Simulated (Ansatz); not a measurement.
Pt: symmetry broken, then relaxed

All numbers below come from DFT PBEsol, scalar-relativistic, plane waves, PAW in Ansatz. Cutoff 420 eV, Γ-centred 12×12×4 k-points, Gaussian smearing of 0.15 eV. Spin–orbit coupling is left out, which can shift energies with elements as heavy as these. No spin polarisation. Energies are free energies at this smearing, counted from the undisturbed cell; pressure is positive in compression.

Reference structure (relaxed at this level; this form isn't the usual structure):

```
Pt
1.0
     2.72517    0.00000    0.00000
    -1.36258    2.36007    0.00000
     0.00000    0.00000    9.41361
Pt
4
Direct
  0.66667 0.33333 0.37500
  0.66667 0.33333 0.87500
  0.33333 0.66667 0.12500
  0.33333 0.66667 0.62500
```

The atoms are displaced (Å, in the unstrained cell):

```csv
atom,ux,uy,uz
Pt1,0.004,-0.153,0.047
Pt2,0.017,0.118,-0.036
Pt3,0.047,0.077,-0.162
Pt4,-0.069,-0.041,0.151
```

The cell is strained by (0.0180, -0.0823, 0.1529, -0.0772, -0.0883, 0.1467) (xx, yy, zz, yz, xz, xy; engineering shear). Cell and atoms are then relaxed.

Does the relaxation return to the undisturbed structure?

No. It ends 53.5 meV/atom below it. The disturbance itself cost 601.0 meV/atom. The final space group reads I4/mmm (tolerance 0.05 Å) and the volume changes by 0.42 %.

Final structure:

```
CELL_PARAMETERS angstrom
2.72515 -0.01572 0.00510
-1.37414 2.35348 -0.00611
0.02709 -0.01125 9.51158
ATOMIC_POSITIONS crystal
Pt 0.75000 0.24999 0.37500
Pt 0.75000 0.25002 0.87500
Pt 0.24999 0.75001 0.12500
Pt 0.25000 0.74999 0.62500
```

The relaxation, step by step (energy from the first step; small jumps at an unchanged geometry come where the plane waves are selected anew for the new cell):

```
step  ΔE (meV/atom) largest force component (eV/Å) pressure (GPa)
   1            0.0                           0.473           11.70
   2         -293.1                           0.509           -2.75
   3         -494.7                           0.660            0.63
   4         -567.7                           0.239            1.87
   5         -595.7                           0.301            3.09
   6         -619.6                           0.133            0.66
   7         -614.6                           0.344            1.65
   8         -630.2                           0.131           -0.37
   9         -637.6                           0.122            0.60
  10         -644.6                           0.130           -0.52
  11         -652.5                           0.036           -0.52
  12         -652.9                           0.004            0.17
  13         -652.9                           0.000            0.00
  14         -654.4                           0.000            0.30
  15         -654.5                           0.000            0.02
  16         -654.5                           0.000            0.02
```

Cost: 3 runs of about 26 core-minutes in all, on Arm Neoverse V1 (shared hosts).